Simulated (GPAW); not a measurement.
The system is TePb.

```
Pb Te
1.0
     0.00000    3.23100    3.23100
     3.23100    0.00000    3.23100
     3.23100    3.23100    0.00000
Pb Te
1 1
Direct
  0.00000 0.00000 0.00000
  0.50000 0.50000 0.50000
```

| Quantity | Value |
| --- | --- |
| Program | GPAW 26.7.0 |
| Task | relaxation of cell and atoms |
| Functional | PBEsol |
| Dispersion | D3(BJ)+ATM |
| Potentials or basis | PAW data sets generated in the run's folder for this functional |
| Cutoff | 600 eV |
| Basis | pw |
| k mesh | 7 × 7 × 7 |
| Occupations | fermi-dirac, width 0.05 eV |
| Spin | no spin polarisation |

At the start: pressure -2.4 GPa; volume 33.73 Å³/atom.

Task: Where does the relaxation end?

Result: Over 4 steps the energy falls by 14.7 meV/atom and the volume is 31.90 Å³/atom (-5.4 %); space group Fm-3m (No. 225, to 0.05 Å).

The path:
| step | energy change (eV) | largest force (eV/Å) | pressure (GPa) | volume (Å³) |
| --- | --- | --- | --- | --- |
| 1 | 0.0000 | 0.0000 | -2.45 | 67.46 |
| 2 | -0.0103 | 0.0000 | -2.01 | 66.72 |
| 3 | -0.0292 | 0.0000 | 0.18 | 63.56 |
| 4 | -0.0293 | 0.0000 | -0.01 | 63.81 |

Final structure:
```
Pb Te
1.0
     0.00000    3.17163    3.17163
     3.17163    0.00000    3.17163
     3.17163    3.17163    0.00000
Pb Te
1 1
Direct
  0.00000 0.00000 0.00000
  0.50000 0.50000 0.50000
```

Caveat: later steps reuse the first step's grids.
